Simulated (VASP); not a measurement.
Wanted: the native input for a VASP 6.6.1 run.

- Task: relaxation of cell and atoms
- Functional: PBE
- Potentials or basis: VASP PAW PBE potentials, release 64 (Mg)
- Cutoff: 600 eV
- k mesh: 13 × 13 × 13
- Occupations: fermi-dirac, width 0.05 eV
- Spin: no spin polarisation
- Dipole correction: no
- Further INCAR settings: ALGO = Normal; EDIFF = 1e-06; IBRION = 2; EDIFFG = -0.005; NSW = 100; ISIF = 3

The structure of Mg lies in POSCAR:

```
Mg
1.0
   -1.7463618219      1.7463618219      1.7463618219
    1.7463618219     -1.7463618219      1.7463618219
    1.7463618219      1.7463618219     -1.7463618219
Mg
1
Direct
    0.0000000000      0.0000000000      0.0000000000
```

This isn't the form of Mg at room conditions, which is hcp.

The cell isn't the ideal one: cell and atoms relaxed from a first guess.

These files were run (other wordings do the same):

INCAR

```
  ALGO = Normal
  EDIFF = 1E-6
  EDIFFG = -0.005
  ENCUT = 600
  GGA = PE
  IBRION = 2
  ISIF = 3
  ISMEAR = -1
  LASPH = True
  LCHARG = False
  LREAL = False
  LWAVE = False
  NELM = 60
  NSW = 100
  PREC = Accurate
  SIGMA = 0.05
```

KPOINTS

```
k-points
0
Gamma
  13 13 13
```

Potentials or basis: VASP PAW PBE potentials, release 64 (Mg).

Command:

```sh
$ cat potpaw_PBE.64/Mg/POTCAR > POTCAR
$ mpirun -np 1 vasp_std > vasp.out
```

Results of the run:

| Item | Value |
| --- | --- |
| Relaxed volume | 22.93 Å³/atom |
| Relaxed cell | a = 3.100 Å, b = 3.100 Å, c = 3.100 Å, α = 109.47°, β = 109.47°, γ = 109.47° |
| Space group after relaxing (to 0.05 Å) | Im-3m (No. 229) |
| Energy gained by relaxing | 14.2 meV/atom |
| Ionic steps | 4 |
| Pressure after relaxing | 0.0 GPa |
| Band gap on the k mesh | none (metal or under the smearing width) |

Wall time 10 s on 1 thread of AMD EPYC 9R45 (Zen 5), with other jobs on the host, peak memory 0.11 GiB.
